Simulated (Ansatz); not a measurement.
# HfO2: a hydrostatic pressure series

One table from this session's results is given with a row withheld; the runs are named, their logs left out.

Program: Ansatz 0.2.0. Level of theory: DFT r2SCAN, scalar-relativistic, plane waves, PAW. These are calculated values, not measurements.

1 further run of the same task is left out (set aside as unsound or not needed).

## The system as given

The structure is tetragonal, space group P4_2/nmc (No. 137). Conventional cell: a = 3.577 Å, b = 3.577 Å, c = 5.203 Å, α = 90.00°, β = 90.00°, γ = 90.00°. Hf (site symmetry -4m2) has 4 O at 2.06 Å as nearest neighbours. Around O (site symmetry 2mm) lie 2 Hf at 2.06 Å.

Coordinates:

```
CELL_PARAMETERS angstrom
3.57682 0.00000 0.00000
0.00000 3.57682 0.00000
0.00000 0.00000 5.20267
ATOMIC_POSITIONS crystal
Hf 0.50000 0.50000 0.50000
Hf 0.00000 0.00000 0.00000
O 0.00000 0.50000 0.69616
O 0.50000 0.00000 0.80384
O 0.50000 0.00000 0.30384
O 0.00000 0.50000 0.19616
```

It goes back to an entry of the Materials Project, which need not be the stable form.

This cell was relaxed beforehand with the same method: volume 11.09 Å³/atom, gap on the mesh 5.26 eV.

Set-up of the first run:

input.yaml

```yaml
crystal:
  lattice:
    - [3.5768243318, 0.0, 0.0]
    - [0.0, 3.5768243318, 0.0]
    - [0.0, 0.0, 5.2026739498]
  atoms:
    - { symbol: Hf, position: [0.5, 0.5, 0.5] }
    - { symbol: Hf, position: [0.0, 0.0, 0.0] }
    - { symbol: O, position: [0.0, 0.5, 0.6961635351] }
    - { symbol: O, position: [0.5, 0.0, 0.8038364649] }
    - { symbol: O, position: [0.5, 0.0, 0.3038364649] }
    - { symbol: O, position: [0.0, 0.5, 0.1961635351] }
basis:
  ecutwfc: 500
kpoints:
  mp_grid: { grid: [6, 6, 6] }
  band_path: { path: [VBM, CBM], npoints: 2 }
hamiltonian:
  xc: r2scan
scf:
  occupations: { method: gaussian, width: 0.02 }
output:
  forces: true
  stress: true
  eigenvalues: true
checkpoint:
  read: start.run
  write: ck
  compress: false
  write_wavefunctions: false
  write_every: 100000
```

The run is started by

```sh
$ ansatz run input.yaml --threads 1 --pin off --max-ram 2560MiB --backend cpu --events-out ev --progress --plain --runs-dir out
```

Steps of the session up to this table: Band edges over the zone; Target pressure -2 GPa; Seeking the band edges at -2 GPa; Relaxing at 2 GPa; Band edges over the zone at 2 GPa; Relaxing at 5 GPa; The gap over the whole zone at 5 GPa; 10 GPa; Seeking the band edges at 10 GPa; 20 GPa; Band edges over the zone at 20 GPa; 40 GPa; Seeking the band edges at 40 GPa.

One of the session's tables, all rows but one given; the rest of the session is left out.

Lengths are those of the vectors of the cell that was run:

| P (GPa) | V (Å³/atom) | a (Å) | b (Å) | c (Å) | ΔH (eV/atom) |
| --- | --- | --- | --- | --- | --- |
| -2 | 11.21 | 3.586 | 3.586 | 5.232 | -0.139 |
| 0 | 11.09 | 3.577 | 3.577 | 5.203 | 0.000 |
| 2 | 10.98 | 3.568 | 3.568 | 5.176 | 0.138 |
| 5 | ? | ? | ? | ? | ? |
| 10 | 10.60 | 3.535 | 3.535 | 5.090 | 0.676 |
| 20 | 10.22 | 3.500 | 3.500 | 5.006 | 1.326 |
| 40 | 9.64 | 3.441 | 3.441 | 4.884 | 2.563 |

Q: Estimate the row for P (GPa) = 5 from the others.

Worked estimate for «V (Å³/atom)». A straight line through the neighbours (2, 10.98) and (10, 10.60) gives 10.98 + (10.60 − 10.98) × (5 − 2) / (10 − 2) = 10.84; a parabola fitted to 4 rows on both sides gives 10.83.

As computed: V (Å³/atom): 10.83; a (Å): 3.555; b (Å): 3.555; c (Å): 5.141; ΔH (eV/atom): 0.342. In «V (Å³/atom)» the line misses by +0.01 and the parabola by 0.00.

ΔH is E + PV over the energy at zero pressure; a, b and c are the vectors of the computed cell.

Limits of these values: Other structures may take over in this range; these runs cannot find them.
